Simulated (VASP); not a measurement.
# InP (F-43m) in VASP: further runs, part 2 of 2

VASP 6.6.1. The steps go on from the part before.

### 4 Relaxation of cell and atoms, PBE

File INCAR:

```
SYSTEM = InP
PREC = Accurate
ENCUT = 600
EDIFF = 1E-7
ISMEAR = 0
SIGMA = 0.02
LREAL = .FALSE.
LASPH = .TRUE.
NELM = 100
ALGO = Normal
ISIF = 3
LWAVE = .FALSE.
LCHARG = .FALSE.
GGA = PE
IBRION = 2
NSW = 90
EDIFFG = -0.005
```

File KPOINTS:

```
Automatic mesh
0
G
  10 10 10
  0 0 0
```

File POSCAR:

```
InP
1.0
    0.0000000000      2.9519763900      2.9519763900
    2.9519763900      0.0000000000      2.9519763900
    2.9519763900      2.9519763900      0.0000000000
In P
1 1
Direct
    0.0000000000      0.0000000000      0.0000000000
    0.7500000000      0.7500000000      0.7500000000
```

Potentials or basis: VASP PAW PBE potentials, release 64 (In_d, P).

On the command line:

```sh
> cat potpaw_PBE.64/In_d/POTCAR potpaw_PBE.64/P/POTCAR > POTCAR
> mpirun -np 1 vasp_std > vasp.out
```

OUTCAR:

```text
SYSTEM = InP
   PREC = Accurate
   ENCUT = 600
   EDIFF = 1E-7
   ISMEAR = 0
   LREAL = .FALSE.
   LASPH = .TRUE.
   NELM = 100
   ISIF = 3
   GGA = PE
   IBRION = 2
   NSW = 90
   EDIFFG = -0.005

 ion  position               nearest neighbor table
   1  0.000  0.000  0.000-   2 2.56   2 2.56   2 2.56   2 2.56
   2  0.750  0.750  0.750-   1 2.56   1 2.56   1 2.56   1 2.56

  LATTYP: Found a face centered cubic cell.
 ALAT       =     5.9039527800

  Lattice vectors:

 A1 = (   0.0000000000,   2.9519763900,   2.9519763900)
 A2 = (   2.9519763900,   0.0000000000,   2.9519763900)
 A3 = (   2.9519763900,   2.9519763900,   0.0000000000)

Analysis of symmetry for initial positions (statically):
=====================================================================
 Subroutine PRICEL returns:
 Original cell was already a primitive cell.

 Routine SETGRP: Setting up the symmetry group for a
 face centered cubic supercell.

 Subroutine GETGRP returns: Found 24 space group operations
 (whereof 24 operations were pure point group operations)
 out of a pool of 48 trial point group operations.

The static configuration has the point symmetry T_d .

Analysis of symmetry for dynamics (positions and initial velocities):
=====================================================================
 Subroutine PRICEL returns:
 Original cell was already a primitive cell.

 Routine SETGRP: Setting up the symmetry group for a
 face centered cubic supercell.

 Subroutine GETGRP returns: Found 24 space group operations
 (whereof 24 operations were pure point group operations)
 out of a pool of 48 trial point group operations.

The dynamic configuration has the point symmetry T_d .

 Subroutine INISYM returns: Found 24 space group operations
 (whereof 24 operations are pure point group operations),
 and found     1 'primitive' translations

----------------------------------------------------------------------------------------

                                     Primitive cell

  volume of cell :      51.4480

  direct lattice vectors                    reciprocal lattice vectors
     0.000000000  2.951976390  2.951976390    -0.169378048  0.169378048  0.169378048
     2.951976390  0.000000000  2.951976390     0.169378048 -0.169378048  0.169378048
     2.951976390  2.951976390  0.000000000     0.169378048  0.169378048 -0.169378048

  length of vectors
     4.174725047  4.174725047  4.174725047     0.293371386  0.293371386  0.293371386

  position of ions in fractional coordinates (direct lattice)
     0.000000000  0.000000000  0.000000000
     0.750000000  0.750000000  0.750000000

  ion indices of the primitive-cell ions
   primitive index   ion index
                 1           1
                 2           2

----------------------------------------------------------------------------------------

 KPOINTS: Automatic mesh

Automatic generation of k-mesh.
 Grid dimensions read from file:
 generate k-points for:   10   10   10

 Generating k-lattice:

[... 52 lines left out ...]
   PREC   = accura    normal or accurate (medium, high low for compatibility)
   ISTART =      0    job   : 0-new  1-cont  2-samecut
   ICHARG =      2    charge: 1-file 2-atom 10-const
   ISPIN  =      1    spin polarized calculation?
   LNONCOLLINEAR =      F non collinear calculations
   LSORBIT =      F    spin-orbit coupling
   LASPH  =      T    aspherical Exc in radial PAW
   ENCUT  =  600.0 eV  44.10 Ry    6.64 a.u.   8.34  8.34  8.34*2*pi/ulx,y,z
   NELM   =    100;   NELMIN=  2; NELMDL= -5     # of ELM steps
   EDIFF  = 0.1E-06   stopping-criterion for ELM
   LREAL  =      F    real-space projection
   EDIFFG = -.5E-02   stopping-criterion for IOM
   NSW    =     90    number of steps for IOM
   IBRION =      2    ionic relax: 0-MD 1-quasi-New 2-CG
   NFREE  =      1    steps in history (QN), initial steepest desc. (CG)
   ISIF   =      3    stress and relaxation
   ISYM   =      2    0-nonsym 1-usesym 2-fastsym
   POTIM  = 0.5000    time-step for ionic-motion
   TEBEG  =    0.0;   TEEND  =   0.0 temperature during run
   PSTRESS=    0.0 pullay stress
   NELECT =      18.0000    total number of electrons
   NUPDOWN=      -1.0000    fix difference up-down
   EMIN   =  10.00;   EMAX   =-10.00  energy-range for DOS
   EFERMI =   0.00;   METHOD = LEGACY
   ISMEAR =     0;   SIGMA  =   0.02  broadening in eV -4-tet -1-fermi 0-gaus
   EFERMI_NEDOS =   21; number of points for ismear=-14 and -15
   IALGO  =     38    algorithm
   IMIX   =      4    mixing-type and parameters
     AMIX     =   0.40;   BMIX     =  1.00
     AMIX_MAG =   1.60;   BMIX_MAG =  1.00
  volume/ion in A,a.u.               =      25.72       173.59
  Fermi-wavevector in a.u.,A,eV,Ry     =   1.153567  2.179925 18.105499  1.330717
  Thomas-Fermi vector in A             =   2.290210
   LORBIT       =      0    0 simple, 1 ext, 2 COOP (PROOUT), +10 PAW based schemes
   GGA     = PE    functional components
   LHFCALC =     F    Hartree Fock is set to
   AEXX    =    0.0000 exact exchange contribution
   IVDW    =     0    specifies the selected vdW correction
   LEPSILON=     F    determine dielectric tensor
   LRPA    =     F    only Hartree local field effects (RPA)
 conjugate gradient relaxation of ions
 non-spin polarized calculation
 Gauss-broadening in eV      SIGMA  =   0.02
  energy-cutoff  :      600.00
  volume of cell :       51.45
 maximum number of plane-waves:      1759
 NGX is ok and might be reduce to    36
   NGX = 17   NGY = 17   NGZ = 17

--------------------------------------- Ionic step        1  -------------------------------------------

 number of electron      17.9999998 magnetization

 Free energy of the ion-electron system (eV)
  ---------------------------------------------------
  ext. energy  EPLUGINS =         0.00000000
  ---------------------------------------------------
  free energy    TOTEN  =        -8.40021844 eV

  energy without entropy =       -8.40021844  energy(sigma->0) =       -8.40021844

------------------------ aborting loop because EDIFF is reached ----------------------------------------

  FORCE on cell =-STRESS in cart. coord.  units (eV):
  Direction    XX          YY          ZZ          XY          YZ          ZX
  --------------------------------------------------------------------------------------
  -------------------------------------------------------------------------------------
  Total        0.5661422      0.5661422      0.5661422      0.0000000      0.0000000     -0.0000000
  in kB       17.6306164     17.6306164     17.6306164      0.0000000      0.0000000     -0.0000000
  external PRESSURE =      17.6306164 kB  Pullay stress =       0.0000000 kB
[... 59 lines left out ...]
--------------------------------------- Ionic step        3  -------------------------------------------

 number of electron      17.9999999 magnetization

 Free energy of the ion-electron system (eV)
  ---------------------------------------------------
  ext. energy  EPLUGINS =         0.00000000
  ---------------------------------------------------
  free energy    TOTEN  =        -8.40794305 eV

  energy without entropy =       -8.40794305  energy(sigma->0) =       -8.40794305

 E-fermi :   4.7597     XC(G=0):  -9.0650

 val. band max:        4.6609971402   @ k =   0.0000   0.0000   0.0000
 cond. band min:       5.1026585402   @ k =   0.0000   0.0000   0.0000
 fundamental gap:      0.4416614000
 Fermi energy:         4.7596861582

 k-point     1 :       0.0000    0.0000    0.0000
  band No.  band energies     occupation
      1      -9.4344      2.00000
      2      -9.4344      2.00000
      3      -9.4344      2.00000
      4      -9.3056      2.00000
      5      -9.3056      2.00000
      6      -6.5284      2.00000
      7       4.6610      2.00000
      8       4.6610      2.00000
      9       4.6610      2.00000
     10       5.1027      0.00000
     11       8.7506      0.00000
     12       8.7506      0.00000
     13       8.7506      0.00000
[... 354 lines left out ...]
  band No.  band energies     occupation
      1      -9.5589      2.00000
      2      -9.3699      2.00000
      3      -9.3672      2.00000
      4      -9.3340      2.00000
      5      -9.2832      2.00000
      6      -4.9938      2.00000
      7       0.0483      2.00000
      8       2.6292      2.00000
      9       2.8772      2.00000
     10       6.9593      0.00000
     11       7.6458      0.00000
     12      11.3698      0.00000
     13      12.0063      0.00000

 [... further k-points ...]

------------------------ aborting loop because EDIFF is reached ----------------------------------------

  FORCE on cell =-STRESS in cart. coord.  units (eV):
  Direction    XX          YY          ZZ          XY          YZ          ZX
  --------------------------------------------------------------------------------------
  -------------------------------------------------------------------------------------
  Total        0.0011545      0.0011545      0.0011545      0.0000000      0.0000000     -0.0000000
  in kB        0.0349727      0.0349727      0.0349727      0.0000000      0.0000000     -0.0000000
  external PRESSURE =       0.0349727 kB  Pullay stress =       0.0000000 kB
[... 17 lines left out ...]
  FREE ENERGIE OF THE ION-ELECTRON SYSTEM (eV)
  ---------------------------------------------------
  free  energy   TOTEN  =        -8.4079430517 eV

  energy  without entropy=       -8.4079430517  energy(sigma->0) =       -8.40794305

 reached required accuracy - stopping structural energy minimisation
```

OSZICAR:

```text
N       E                     dE             d eps       ncg     rms          rms(c)
DAV:   1     0.119554540712E+03    0.11955E+03   -0.93012E+03  1227   0.170E+03
DAV:   2     0.381323562308E+00   -0.11917E+03   -0.11502E+03  1272   0.353E+02
DAV:   3    -0.854852192574E+01   -0.89298E+01   -0.88639E+01  1547   0.969E+01
[... 31 lines left out ...]
DAV:   5    -0.840793894065E+01    0.44845E-04   -0.66020E-05  1630   0.888E-02    0.561E-02
DAV:   6    -0.840794712047E+01   -0.81798E-05   -0.24752E-05  1898   0.634E-02    0.159E-02
DAV:   7    -0.840794344614E+01    0.36743E-05   -0.29627E-06  1454   0.216E-02    0.271E-03
DAV:   8    -0.840794305656E+01    0.38958E-06   -0.13947E-07   958   0.483E-03    0.612E-04
DAV:   9    -0.840794305172E+01    0.48392E-08   -0.39441E-08   821   0.242E-03
   3 F= -.84079431E+01 E0= -.84079431E+01  d E =-.772462E-02
```

CONTCAR:

```text
InP
   1.00000000000000
     0.0000000000000000    2.9793074096120256    2.9793074096120256
     2.9793074096120256    0.0000000000000000    2.9793074096120256
     2.9793074096120256    2.9793074096120256    0.0000000000000000
  In              P
     1     1
Direct
     0.0000000000000000    0.0000000000000000    0.0000000000000000
     0.7500000000000000    0.7500000000000000    0.7500000000000000

  0.00000000E+00  0.00000000E+00  0.00000000E+00
  0.00000000E+00  0.00000000E+00  0.00000000E+00
```

Wall time 69 s (1 thread of Intel Xeon 6975P-C (Granite Rapids), shared host); peak memory 0.24 GiB.

Results:

| Quantity | Value |
| --- | --- |
| Free energy | -8.4079 eV |
| Relaxed volume | 26.45 Å³/atom |
| Relaxed cell | a = 4.213 Å, b = 4.213 Å, c = 4.213 Å, α = 60.00°, β = 60.00°, γ = 60.00° |
| Space group after relaxing (to 0.05 Å) | F-43m (No. 216) |
| Energy gained by relaxing | 3.9 meV/atom |
| Ionic steps | 3 |
| Pressure after relaxing | 0.0 GPa |
| Band gap on the k mesh | 0.44 eV, direct |

Step by step:
| step | energy change (eV) | largest force (eV/Å) | pressure (GPa) | volume (Å³) |
| --- | --- | --- | --- | --- |
| 1 | 0.0000 | 0.0000 | 1.76 | 51.45 |
| 2 | -0.0061 | 0.0000 | -0.75 | 53.58 |
| 3 | -0.0077 | 0.0000 | 0.00 | 52.89 |

Final structure:
```
CELL_PARAMETERS angstrom
0.00000 2.97931 2.97931
2.97931 0.00000 2.97931
2.97931 2.97931 0.00000
ATOMIC_POSITIONS crystal
In 0.00000 0.00000 0.00000
P 0.75000 0.75000 0.75000
```

Caveat: spin-orbit coupling is left out, which moves the levels of the heavy elements.

### 5 Summary

| level | potentials or basis | gap on the mesh (eV) | pressure (GPa) | relaxed volume (Å³/atom) |
| --- | --- | --- | --- | --- |
| PBEsol | VASP PAW PBE potentials, release 64 (In_d, P) | 0.57 | 0.0 | 25.40 |
| LDA | VASP PAW LDA potentials, release 64 (In_d, P) | 0.60 | 0.0 | 24.76 |
| PBE | VASP PAW PBE potentials, release 64 (In_d, P) | 0.44 | 0.0 | 26.45 |

Alike in all rows: task relaxation of cell and atoms; no spin polarisation; cell relaxed; k mesh 10 × 10 × 10; cutoff (eV) 600; smearing gaussian 0.02 eV.

Caveats: spin-orbit coupling is left out, which moves the levels of the heavy elements; the PAW data sets were made with another functional, which shifts forces and pressure a little (some runs).

Total energies depend on the potentials used, so only differences within one code and one set of settings carry meaning.
